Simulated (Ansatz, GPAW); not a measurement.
**Equation of state of W under PBEsol**

```cif
data_structure
_symmetry_space_group_name_H-M 'P 1'
_symmetry_Int_Tables_number 1
_cell_length_a 2.8709
_cell_length_b 2.8709
_cell_length_c 2.8709
_cell_angle_alpha 60.000
_cell_angle_beta 60.000
_cell_angle_gamma 60.000
_cell_volume 16.73
loop_
_atom_site_label
_atom_site_type_symbol
_atom_site_fract_x
_atom_site_fract_y
_atom_site_fract_z
_atom_site_occupancy
W1 W 0.00000 0.00000 0.00000 1
```

This isn't the form of W at room conditions, which is bcc.

The cell was scaled at fixed shape and fractions and run with Ansatz, Ansatz PAW, cutoff 420 eV; PBEsol, k mesh 11 × 11 × 11 on the cell of 1 atom, fermi-dirac occupations of 0.05 eV, no spin polarisation, no spin-orbit coupling. The potentials were made for PBE. Energies are those that the program minimises, any entropy of the smearing included. For a metal such a mesh isn't converged to the digits shown.

```tsv
V (Å³/atom)	energy over the lowest row (meV/atom)
15.7270	4.36
16.0616	0.00
16.3962	9.03
16.7309	30.07
17.0655	?
17.4001	103.11
17.7347	152.92
```

Q: Fit the third-order Birch-Murnaghan form, give V0, B0 and B′, and predict the energy left open.

A: With y = (V0/V)^(2/3), E = E0 + (9 V0 B0/16) [(y - 1)³ B′ + (y - 1)² (6 - 4y)]. Least squares through the rows shown give V0 = 15.9977 Å³/atom, E0 = -0.26 meV, B0 = 313.7 GPa (1 eV/Å³ = 160.218 GPa) and B′ = 4.43, with a largest miss of 0.02 meV. At V = 17.0655 the form with these constants gives 61.81 meV; the run gave 61.81 meV an atom. Other set-ups at this level, from all their volumes (Å³/atom, GPa): GPAW, PAW data sets generated for this functional: V0 15.980, B0 314.4; Ansatz, all-electron LAPW, scalar-relativistic: V0 16.001, B0 312.3.
